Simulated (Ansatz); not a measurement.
The system is ZrC.

```
Zr C
1.0
     0.00000    2.36500    2.36500
     2.36500    0.00000    2.36500
     2.36500    2.36500    0.00000
Zr C
1 1
Direct
  0.50000 0.50000 0.50000
  0.00000 0.00000 0.00000
```

A run of Ansatz 0.2.0 on this cell left the log below. Logs are shortened: lines on timing, memory, paths and dates and some standing lists are left out, and cuts for length are marked.

```text
Warning: RAYON_NUM_THREADS=2 ignored (pool sized by the plan → 2); use --threads N
Engine: ansatz 0.2.0, aarch64-unknown-linux-gnu
Pseudopotentials: kind: paw
Pseudopotential: Zr, paw, valence charge 12, recommended cutoff 420 eV (normal), Zr.paw.azcp
Pseudopotential: C, paw, valence charge 4, recommended cutoff 420 eV (normal), C.paw.azcp
Functional definition: RPBE
  parameter kappa = 0.804
  parameter beta = 0.06672455060314922
  exchange = rpbe_x(kappa = kappa, mu = beta*pi^2/3)
  correlation = pbe_c(beta = beta)
Crystal: 2 atoms, lattice volume = 26.456 Å³
Basis set: ecut = 420 eV, 531 PW (Γ), exchange–correlation on 48×48×48 points (8 copies of the dense FFT grid, shifted against one another)
Bands: 12, of which v1, the nominal top of the filled ones, is band 8 counted from 1 (7 counted from 0)
Symmetry: 48 space group operations
Space group: Fm-3m (ITA 225), of the structure as read, at distance tolerance 3.0e-5 Å
k-points: 47 of 1000
Non-local potential: Zr, projectors of the file, l = 0: 3, l = 1: 2, l = 2: 2, l = 3: 2
Non-local potential: C, projectors of the file, l = 0: 2, l = 1: 2, l = 2: 1
PAW form: soft (Blöchl's): semilocal exchange-correlation on the pseudo side does not see the compensation charge
PAW frozen core: Zr, regenerated for the run's functional, and the local potential with it (the file was generated under x = pbe(κ = 0.804, μ = 0.2195149727645171), c = pbe(β = 0.06672455060314922))
PAW frozen core: C, regenerated for the run's functional, and the local potential with it (the file was generated under x = pbe(κ = 0.804, μ = 0.2195149727645171), c = pbe(β = 0.06672455060314922))
PAW one-centre angular grid: Zr, 590 points (default); XC on 64 Gauss nodes
PAW one-centre angular grid: C, 110 points (default); XC on 64 Gauss nodes
Initial density: superposition of atomic densities (neutral atoms: chi_scale 0, normalization atom), corrected by the library's trained network
Initial wavefunctions: pseudopotential atomic-orbital guess
Functional: x = rpbe, c = pbe(β = 0.06672455060314922)
SCF iter   1: F=—  HF=-4444.563219 eV  |F-HF|=—  |Δ(HF+E_count)|=         —  Δρ=2.69e-3  dr2=6.99e-4  ethr=1.77e-3  ⟨swp⟩=5.0  Hψ=2834  notcnv=0
preconditioner: auto → none  [metal: Δε(μ)=0.099 eV  Ē_g=17.947 eV  σ=0.050 eV  W_gap=0.44  n_scr=8 (ndim 8)  ℏωp=27.0 eV  f_vac=0.000  D(μ)=0.29/eV (n_scr^D=0)  sad-step TF]
SCF iter   2: F=—  HF=-4444.562868 eV  |F-HF|=—  |Δ(HF+E_count)|=   3.51e-4  Δρ=1.52e-3  dr2=2.73e-4  ethr=4.37e-6  ⟨swp⟩=2.3  Hψ=1215  notcnv=0
SCF iter   3: F=—  HF=-4444.562889 eV  |F-HF|=—  |Δ(HF+E_count)|=   2.10e-5  Δρ=2.42e-4  dr2=1.47e-5  ethr=1.71e-6  ⟨swp⟩=1.7  Hψ=821  notcnv=0
SCF iter   4: F=—  HF=-4444.562885 eV  |F-HF|=—  |Δ(HF+E_count)|=   4.27e-6  Δρ=4.42e-5  dr2=3.32e-7  ethr=9.17e-8  ⟨swp⟩=2.0  Hψ=908  notcnv=0
[... 50 lines left out ...]
SCF 4 converged in 8 iterations: F = -4444.562948 eV  dr2 = 1.62e-16
relax step   4: F+E_penalty+E_count = -4444.56294770 eV  Δ(F+E_penalty+E_count) = -6.261e-5 eV  max|allowed force component| = 8.020e-30 eV/Å  Δτ_max = 0.0000 Å  P = +0.002 GPa  Ω = 26.497 Å³  stress off target by 2.07e-3 GPa  SCF on the basis re-selected at this cell (its energy is not comparable with the rows above)  (8 SCF iters)
basis re-selected at this cell: Δ(F+E_penalty+E_count) = -6.261e-5 eV, ΔP = +0.003 GPa vs the last step (what re-selecting the basis moved, of the pressure what is left beyond the Pulay correction that the steps carried, after the strain that the cell walked since its last selection, with what the two solves' SCF thresholds leave and, on support functions, any second-order correction that the steps lacked; it is no measure of the basis error at this ecutwfc). This SCF's stress stands 2.07e-3 GPa from its target on what of the cell is left free (relax.cell.stress_tol is 5.00e-2 GPa) and its largest allowed force component is 8.02e-30 eV/Å (relax.f_tol is 1.00e-2 eV/Å): within both
SCF converged after 8 iterations
Free energy (F): -4444.562948 eV
Harris-Foulkes:  -4444.562948 eV  (|F-HF|=9.09e-13)
Internal energy: -4444.560398 eV  (E = F + TS)
E sigma→0 (E₀):  -4444.561673 eV
Entropy (-TS):   -0.002550 eV (-1.275 meV/atom)
Fermi energy:    14.633498 eV
--- Per-component energies (eV) ---
  E_band       = -53.343893
  E_kinetic    = 421.105292
  E_local      = -603.669307  (includes V_loc(G=0)·N_el)
  E_nonlocal   = 102.861781
  E_hartree    = 181.382663
  E_xc         = -211.385335
  E_vxc        = -252.274521  (∫ρ·V_xc dr)
  E_paw        = -3059.563834  (= ΣΔE_a)
  E_vpaw       = -84.132502  (= ΣTr[D̂ρ^β])
  E_aug_tail   = 0.000038  (compensation charges beyond the density's cutoff)
  E_ewald      = -1275.199253
  E_core_change = -0.092442  (= ΣΔE_core)
  E_smearing   = -0.002550  (= −TS)
  E_closure    = 0.000000  (closes the sum)
  Σ components = -4444.562948   (vs F -4444.562948, Δ=0.00e0)
--- Forces (eV/Å), atoms counted from 1 ---
  atom   1  Zr     0.00000000    -0.00000000    -0.00000000
  atom   2  C     -0.00000000     0.00000000    -0.00000000
  max |Σ_I F_I| component: 1.55e-29 eV/Å
--- Stress (GPa, compression-positive) ---
        0.002074      -0.000000       0.000000
       -0.000000       0.002074      -0.000000
       -0.000000       0.000000       0.002074
  P = ⅓ Tr σ = 0.0021 GPa (0.021 kbar)
--- Relaxed structure (3 steps of the walk, 3 accepted, 1 SCFs on fresh bases) ---
  F+E_penalty+E_count = -4444.56294770 eV   max|allowed force component| = 8.020e-30 eV/Å   (the final SCF, on the basis selected at the relaxed cell)
  cell:  # Å, volume = 26.4973 Å³
    - [-1.2422675002588164e-33, 2.366232526137179, 2.366232526137179]
    - [2.366232526137179, -7.643058049343384e-34, 2.366232526137179]
    - [2.366232526137179, 2.366232526137179, -3.760542546665661e-34]
  atoms:
    - { symbol: Zr, position: [0.5, 0.5, 0.5] }
    - { symbol: C, position: [-3.7112154274379957e-37, 5.831909957461013e-37, 7.6875176711996e-37] }
```

Question: Write the input and the command behind it.

Answer: Relaxation of cell and atoms with RPBE, no spin polarisation. The files as run (others can give the same):

input.yaml
```yaml
crystal:
  lattice:
    - [0.0, 2.365, 2.365]
    - [2.365, 0.0, 2.365]
    - [2.365, 2.365, 0.0]
  atoms:
    - { symbol: Zr, position: [0.5, 0.5, 0.5] }
    - { symbol: C, position: [0.0, 0.0, 0.0] }
hamiltonian:
  xc: rpbe
  pseudopotentials: { kind: paw }
kpoints:
  mp_grid: { grid: [10, 10, 10] }
scf:
  occupations: { method: fermi_dirac, width: 0.05 }
output:
  forces: true
  stress: true
relax:
  f_tol: 0.01
  max_steps: 40
  cell: { stress_tol: 0.05 }
```

Potentials or basis: Ansatz PAW.
The run is started by
```sh
$ ansatz run input.yaml --threads 2 --pin off --max-ram 5632MiB --backend cpu --events-out ev --progress --plain --runs-dir out
```

Caveat: the plane-wave basis is chosen anew once the cell has moved, so the energies of steps on either side of that aren't comparable; the PAW data sets come from PBE, with cores solved anew for the run's functional, which leaves a small shift of forces and pressure.
